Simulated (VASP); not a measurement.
Crystal: Sr.

```
CELL_PARAMETERS angstrom
-3.70636 3.70636 2.02088
3.70636 -3.70636 2.02088
3.70636 3.70636 -2.02088
ATOMIC_POSITIONS crystal
Sr 0.00000 0.00000 0.00000
Sr 0.75000 0.25000 0.50000
```

This isn't the form of Sr at room conditions, which is fcc.

| Property | Result |
| --- | --- |
| Program | VASP 6.6.1 |
| Task | relaxation of cell and atoms |
| Functional | PBE |
| Dispersion | TS |
| Potentials or basis | VASP PAW PBE potentials, release 64 (Sr_sv) |
| Cutoff | 600 eV |
| k mesh | 8 × 8 × 8 |
| Occupations | fermi-dirac, width 0.05 eV |
| Spin | no spin polarisation |

At the start: pressure -2.2 GPa; volume 55.52 Å³/atom.

How do energy, volume and symmetry change on relaxing?

Over 10 steps the energy falls by 116.0 meV/atom and the volume is 41.39 Å³/atom (-25.5 %); space group I4_1/amd (No. 141, to 0.05 Å).

The path:
| step | energy change (eV) | largest force (eV/Å) | pressure (GPa) | volume (Å³) |
| --- | --- | --- | --- | --- |
| 1 | 0.0000 | 0.0000 | -2.24 | 111.04 |
| 2 | -0.1437 | 0.0000 | -1.65 | 99.00 |
| 3 | -0.2099 | 0.0000 | 1.10 | 77.96 |
| 4 | -0.2306 | 0.0000 | -0.32 | 85.18 |
| 5 | -0.2316 | 0.0000 | -0.07 | 83.58 |
| 6 | -0.2314 | 0.0000 | 0.01 | 83.08 |
| 7 | -0.2319 | 0.0000 | 0.01 | 82.91 |
| 8 | -0.2320 | 0.0000 | 0.01 | 82.83 |
| 9 | -0.2320 | 0.0000 | 0.00 | 82.67 |
| 10 | -0.2321 | 0.0000 | 0.01 | 82.78 |

Final structure:
```
Sr
1.0
    -3.32720    3.32720    1.86932
     3.32720   -3.32720    1.86932
     3.32720    3.32720   -1.86932
Sr
2
Cartesian
  0.0000 0.0000 0.0000
  0.0000 3.3272 0.9347
```

Caveat: atom-pairwise D2, TS and ULG terms overbind metals; the volume moved by over 15 % at a fixed basis, so the end points are rough; pairwise dispersion overbinds metals, which lowers pressure and volume.
